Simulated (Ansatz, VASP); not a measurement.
**Ga3As3H8 (GaAs wire along [110], 6 atoms a period, H-terminated) in two plane-wave programs**

Aim: how closely do two programs agree when they are given the same cell, functional and k mesh? The structure shown is the start of the Ansatz relaxation below; VASP solves that cell, so the two are compared at the walk's first step.

Calculated with Ansatz 0.2.0; plane waves, with VASP 6.6.1 beside it; single point at PBE.

**1. The starting structure**

The cell holds 14 atoms: 3 As, 8 H and 3 Ga. Cell: a = 12.920 Å, b = 13.446 Å, c = 4.066 Å, α = 90.0°, β = 90.0°, γ = 90.0°. Vacuum lies along a and b. The structure's axis is c.

**2. Ansatz: relaxation, PBE**

Ansatz runs on its PAW soft_1 files.

The two programs are compared at the cell with which this relaxation starts, whose forces are those of its first step.

Input file input.yaml:

```yaml
crystal:
  lattice:
    - [12.92, 0.0, 0.0]
    - [0.0, 13.446, 0.0]
    - [0.0, 0.0, 4.0658639918]
  atoms:
    - { symbol: As, position: [0.445024259, 0.348807422, 0.0] }
    - { symbol: H, position: [0.514288417, 0.254685029, 0.0] }
    - { symbol: Ga, position: [0.556285869, 0.499999747, 0.0] }
    - { symbol: H, position: [0.263157895, 0.252863305, 0.5] }
    - { symbol: H, position: [0.263157895, 0.444751539, 0.5] }
    - { symbol: H, position: [0.263157895, 0.747136188, 0.5] }
    - { symbol: H, position: [0.263157895, 0.555247954, 0.5] }
    - { symbol: Ga, position: [0.333762649, 0.348807422, 0.5] }
    - { symbol: Ga, position: [0.333762649, 0.651192071, 0.5] }
    - { symbol: As, position: [0.667547479, 0.499999747, 0.5] }
    - { symbol: H, position: [0.736811636, 0.405877353, 0.5] }
    - { symbol: H, position: [0.736811636, 0.59412214, 0.5] }
    - { symbol: As, position: [0.445024259, 0.651192071, 0.0] }
    - { symbol: H, position: [0.514288417, 0.745314465, 0.0] }
kpoints:
  mp_grid: { grid: [1, 1, 20] }
scf:
  occupations: { method: fermi_dirac, width: 0.05 }
hamiltonian:
  xc: pbe
  pseudopotentials: { kind: paw, azcp: { folder: soft_1 } }
relax:
  cell: { fix: [a, b, alpha, beta, gamma] }
  max_steps: 45
  f_tol: 0.03
```

Command:

```console
$ ansatz run input.yaml --threads 4 --pin off --max-ram 16384MiB --backend cpu --events-out ev --progress --plain --runs-dir out
```

Numbers of over 12 decimals in the logs are rounded to 6 here.

What it wrote:

```text
Engine: ansatz 0.2.0, x86_64-unknown-linux-gnu
Pseudopotentials: kind: paw
Pseudopotential: As, paw, valence charge 15, recommended cutoff 420 eV (normal), soft_1/As.paw.azcp
Pseudopotential: H, paw, valence charge 1, recommended cutoff 420 eV (normal), soft_1/H.paw.azcp
Pseudopotential: Ga, paw, valence charge 13, recommended cutoff 420 eV (normal), soft_1/Ga.paw.azcp
Functional definition: PBE
  parameter kappa = 0.804
  parameter beta = 0.066725
  exchange = pbe_x(kappa = kappa, mu = beta*pi^2/3)
  correlation = pbe_c(beta = beta)
Crystal: 14 atoms, lattice volume = 706.331 Å³
Basis set: ecut = 420 eV, 13839 PW (Γ), exchange–correlation on 180×180×60 points (8 copies of the dense FFT grid, shifted against one another)
Bands: 60, of which v1, the nominal top of the filled ones, is band 46 counted from 1 (45 counted from 0)
Symmetry: 4 space group operations
Space group: Pmm2 (ITA 25), of the structure as read, at distance tolerance 8.9e-5 Å
k-points: 11 of 20
Non-local potential: As, projectors of the file, l = 0: 2, l = 1: 2, l = 2: 3, l = 3: 1
Non-local potential: H, projectors of the file, l = 0: 2, l = 1: 1
Non-local potential: Ga, projectors of the file, l = 0: 2, l = 1: 2, l = 2: 3, l = 3: 1
PAW form: soft (Blöchl's): semilocal exchange-correlation on the pseudo side does not see the compensation charge
PAW one-centre angular grid: As, 590 points (default); XC on 64 Gauss nodes
PAW one-centre angular grid: H, 110 points (default); XC on 64 Gauss nodes
PAW one-centre angular grid: Ga, 590 points (default); XC on 64 Gauss nodes
Initial density: superposition of atomic densities (neutral atoms: chi_scale 0, normalization atom)
Initial wavefunctions: pseudopotential atomic-orbital guess
Functional: x = pbe(κ = 0.804, μ = 0.219515), c = pbe(β = 0.066725)
SCF iter   1: F=—  HF=-26045.707449 eV  |F-HF|=—  |Δ(HF+E_count)|=         —  Δρ=3.32e-2  dr2=8.69e0  ethr=3.10e-3  ⟨swp⟩=7.2  Hψ=2929  notcnv=0  defer=2
preconditioner: auto → Resta (q_TF=auto, 1.942 Å⁻¹)  ε∞=1.6  [insulator: Δε(μ)=2.673 eV  Ē_g=13.877 eV  σ=0.050 eV  W_gap=1.00  n_scr=92 (ndim 8)  ℏωp=11.0 eV  f_vac=0.617  D(μ)=0.00/eV (n_scr^D=0)  ε∞_Penn≈1.6  vacuum switching on, ρ_ref=1.4e-2 e/Å³]
SCF iter   2: F=—  HF=-26043.361224 eV  |F-HF|=—  |Δ(HF+E_count)|=    2.35e0  Δρ=1.39e-2  dr2=1.40e0  ethr=3.10e-3  ⟨swp⟩=3.3  Hψ=1036  notcnv=0  defer=93
SCF iter   3: F=—  HF=-26043.070740 eV  |F-HF|=—  |Δ(HF+E_count)|=   2.90e-1  Δρ=4.53e-3  dr2=3.23e-1  ethr=1.52e-3  ⟨swp⟩=3.2  Hψ=994  notcnv=0  defer=96
SCF iter   4: F=—  HF=-26042.998062 eV  |F-HF|=—  |Δ(HF+E_count)|=   7.27e-2  Δρ=1.27e-3  dr2=1.08e-2  ethr=3.51e-4  ⟨swp⟩=3.9  Hψ=1046  notcnv=0  defer=96
SCF iter   5: F=—  HF=-26042.998580 eV  |F-HF|=—  |Δ(HF+E_count)|=   5.18e-4  Δρ=5.58e-4  dr2=1.24e-3  ethr=1.18e-5  ⟨swp⟩=2.0  Hψ=1141  notcnv=0  defer=96
SCF iter   6: F=—  HF=-26042.998818 eV  |F-HF|=—  |Δ(HF+E_count)|=   2.38e-4  Δρ=1.61e-4  dr2=1.20e-4  ethr=1.35e-6  ⟨swp⟩=2.0  Hψ=904  notcnv=0  defer=96
SCF iter   7: F=—  HF=-26042.998920 eV  |F-HF|=—  |Δ(HF+E_count)|=   1.02e-4  Δρ=3.72e-5  dr2=9.55e-6  ethr=1.30e-7  ⟨swp⟩=2.0  Hψ=849  notcnv=0  defer=96
SCF iter   8: F=—  HF=-26042.998908 eV  |F-HF|=—  |Δ(HF+E_count)|=   1.16e-5  Δρ=1.47e-5  dr2=1.34e-6  ethr=1.04e-8  ⟨swp⟩=2.0  Hψ=1069  notcnv=0  defer=96
SCF iter   9: F=—  HF=-26042.998909 eV  |F-HF|=—  |Δ(HF+E_count)|=   1.41e-6  Δρ=3.59e-6  dr2=1.71e-7  ethr=1.45e-9  ⟨swp⟩=2.0  Hψ=904  notcnv=0  defer=96
SCF iter  10: F=-26042.998910 eV  HF=-26042.998910 eV  |F-HF|=2.38e-8  |Δ(HF+E_count)|=   1.17e-7  Δρ=1.56e-6  dr2=3.47e-8  ethr=1.09e-10  ⟨swp⟩=4.0  Hψ=2220  notcnv=0
SCF 1 converged in 10 iterations: F = -26042.998910 eV  dr2 = 3.47e-8
  greatest PAW one-centre occupation: 0.999 electrons in one spin orbital (limit 2), on the As atom at site 9 (counted from 0), in its partial waves of l = 2
relax step   1: F+E_penalty+E_count = -26042.99890954 eV  Δ(F+E_penalty+E_count) = +0.000e0 eV  max|allowed force component| = 8.917e-1 eV/Å  Δτ_max = 0.0000 Å  P = -0.060 GPa  Ω = 706.331 Å³  fix = [a, b, alpha, beta, gamma]  reactions: a -0.389, b -0.172 GPa  (10 SCF iters, dr2 threshold 1.00e-7 eV, accepted)
[...]
relax step  10: F+E_penalty+E_count = -26043.80986536 eV  Δ(F+E_penalty+E_count) = -2.769e-4 eV  max|allowed force component| = 3.048e-2 eV/Å  Δτ_max = 0.0274 Å  P = -0.012 GPa  Ω = 722.141 Å³  energy of the carried Pulay correction = -2.258e-3 eV  fix = [a, b, alpha, beta, gamma]  reactions: a -0.027, b -0.018 GPa  (6 SCF iters, dr2 threshold 1.35e-7 eV, accepted)
[...]
relax step  11: F+E_penalty+E_count = -26043.80996206 eV  Δ(F+E_penalty+E_count) = -9.670e-5 eV  max|allowed force component| = 4.799e-3 eV/Å  Δτ_max = 0.0034 Å  P = -0.000 GPa  Ω = 722.301 Å³  energy of the carried Pulay correction = -2.281e-3 eV  fix = [a, b, alpha, beta, gamma]  reactions: a -0.020, b +0.013 GPa  (5 SCF iters, dr2 threshold 5.81e-8 eV, accepted)
[...]
relax step  12: F+E_penalty+E_count = -26043.81260797 eV  Δ(F+E_penalty+E_count) = -2.646e-3 eV  max|allowed force component| = 4.913e-3 eV/Å  Δτ_max = 0.0000 Å  P = +0.003 GPa  Ω = 722.301 Å³  fix = [a, b, alpha, beta, gamma]  reactions: a -0.019, b +0.014 GPa  stress off target by 1.36e-2 GPa on what of the cell is left free  SCF on the basis re-selected at this cell (its energy is not comparable with the rows above)  (7 SCF iters)
basis re-selected at this cell: Δ(F+E_penalty+E_count) = -2.646e-3 eV, ΔP = +0.003 GPa vs the last step (what re-selecting the basis moved, of the pressure what is left beyond the Pulay correction that the steps carried, after the strain that the cell walked since its last selection, with what the two solves' SCF thresholds leave and, on support functions, any second-order correction that the steps lacked; it is no m [...]
SCF converged after 7 iterations
Free energy (F): -26043.812608 eV
Harris-Foulkes:  -26043.812608 eV  (|F-HF|=3.76e-9)
Internal energy: -26043.812608 eV  (E = F + TS)
E sigma→0 (E₀):  -26043.812608 eV
Fermi energy:    -1.870218 eV
--- Per-component energies (eV) ---
  E_band       = -1857.731436
  E_kinetic    = 727.854941
  E_local      = -34463.712745  (includes V_loc(G=0)·N_el)
  E_nonlocal   = -1453.383720
  E_hartree    = 17684.842499
  E_xc         = -467.951243
  E_vxc        = -474.757355  (∫ρ·V_xc dr)
  E_paw        = -12019.186100  (= ΣΔE_a)
  E_vpaw       = -1563.409326  (= ΣTr[D̂ρ^β])
  E_aug_tail   = -0.008301  (compensation charges beyond the density's cutoff)
  E_ewald      = 3947.732063
  E_smearing   = -0.000000  (= −TS)
  E_closure    = -0.000000  (closes the sum)
  Σ components = -26043.812608   (vs F -26043.812608, Δ=0.00e0)
--- Forces (eV/Å), atoms counted from 1 ---
  atom   1  As    -0.00315189    -0.00468439     0.00000000
  atom   2  H      0.00217260    -0.00061372    -0.00000000
  atom   3  Ga     0.00171475    -0.00000000    -0.00000000
  atom   4  H      0.00305076    -0.00166874    -0.00000000
  atom   5  H      0.00131401     0.00006532    -0.00000000
  atom   6  H      0.00305076     0.00166874    -0.00000000
  atom   7  H      0.00131401    -0.00006532    -0.00000000
  atom   8  Ga    -0.00491362     0.00248300     0.00000000
  atom   9  Ga    -0.00491362    -0.00248300     0.00000000
  atom  10  As     0.00004391    -0.00000000    -0.00000000
  atom  11  H      0.00064791     0.00218616    -0.00000000
  atom  12  H      0.00064791    -0.00218616    -0.00000000
  atom  13  As    -0.00315189     0.00468439     0.00000000
  atom  14  H      0.00217260     0.00061372    -0.00000000
  max |Σ_I F_I| component: 1.80e-6 eV/Å
--- Stress (GPa, compression-positive) ---
       -0.018894       0.000000       0.000000
        0.000000       0.013573      -0.000000
        0.000000      -0.000000       0.013569
  P = ⅓ Tr σ = 0.0027 GPa (0.027 kbar)
--- Relaxed structure (11 steps of the walk, 11 accepted, 1 SCFs on fresh bases) ---
  F+E_penalty+E_count = -26043.81260797 eV   max|allowed force component| = 4.913e-3 eV/Å   (the final SCF, on the basis selected at the relaxed cell)
  cell:  # Å, volume = 722.3012 Å³
    - [12.92, 0, 0]
    - [0, 13.446, 0]
    - [0, 0, 4.157792]
  atoms:
    - { symbol: As, position: [0.437203, 0.343505, 1.379687090338004e-18] }
    - { symbol: H, position: [0.528785, 0.272095, -2.5570713107662192e-18] }
    - { symbol: Ga, position: [0.531787, 0.500000, 4.3215692512758995e-18] }
    - { symbol: H, position: [0.319115, 0.191003, 0.5] }
    - { symbol: H, position: [0.243954, 0.384874, 0.5] }
    - { symbol: H, position: [0.319115, 0.808997, 0.5] }
    - { symbol: H, position: [0.243954, 0.615126, 0.5] }
    - { symbol: Ga, position: [0.332741, 0.306333, 0.5] }
    - { symbol: Ga, position: [0.332741, 0.693667, 0.5] }
    - { symbol: As, position: [0.642071, 0.500000, 0.5] }
    - { symbol: H, position: [0.719393, 0.414800, 0.5] }
    - { symbol: H, position: [0.719393, 0.585200, 0.5] }
    - { symbol: As, position: [0.437203, 0.656495, 1.3796870903380007e-18] }
    - { symbol: H, position: [0.528785, 0.727905, -2.557071310766221e-18] }
```

(Part 1 of 2 ends here.)

[Lines on the potential files, build, host, timing and source positions are cut from VASP's logs without a mark.]

[Logs are printed without paths, hosts, clocks, repeated set-up lines and the standing remarks that a program may print on its own settings, such as how far it seeks lower states.]

[Hosts, paths, dates, database ids (printed as entryN), source tags and the programs' standing remarks are cut or masked in the printed files.]
